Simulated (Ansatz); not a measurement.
**Straining Pt**

All numbers below come from DFT PBEsol, scalar-relativistic, plane waves, PAW (Ansatz). (420 eV cutoff, 18×18×14 k-mesh, Gaussian smearing of 0.10 eV, no spin polarisation)

Starting point, cell and atoms relaxed:

```yaml
crystal:
  lattice:
    - [1.95903, 1.95903, 0.00000]
    - [-1.95903, 1.95903, 0.00000]
    - [0.00000, 0.00000, 3.91806]
  atoms:
    - { symbol: Pt, position: [0.00000, 0.00000, 0.00000] }
    - { symbol: Pt, position: [0.50000, 0.50000, 0.50000] }
```

Deformation: all cell vectors scaled alike, the atoms relaxed, all within the symmetry that the strain leaves. Energies are extrapolated to zero smearing.

Spin–orbit coupling is left out, which can shift energies with elements as heavy as these.

```csv
strain (%),ΔE (meV/atom),a (Å),b (Å),c (Å)
-3.0,124.0,2.687,2.687,3.801
-2.0,52.5,2.715,2.715,3.840
-1.0,12.4,2.743,2.743,3.879
+0.0,0.0,2.770,2.770,3.918
+1.0,11.9,2.798,2.798,3.957
+2.0,45.1,2.826,2.826,3.996
+3.0,96.9,2.854,2.854,4.036
```

(1) What stiffness (1/V) d²E/dε² at zero strain does a cubic fit over all points give?

## Answers

(1) A cubic fit gives (1/V) d²E/dε² = 2617 GPa at zero strain (nine times the bulk modulus at fixed shape).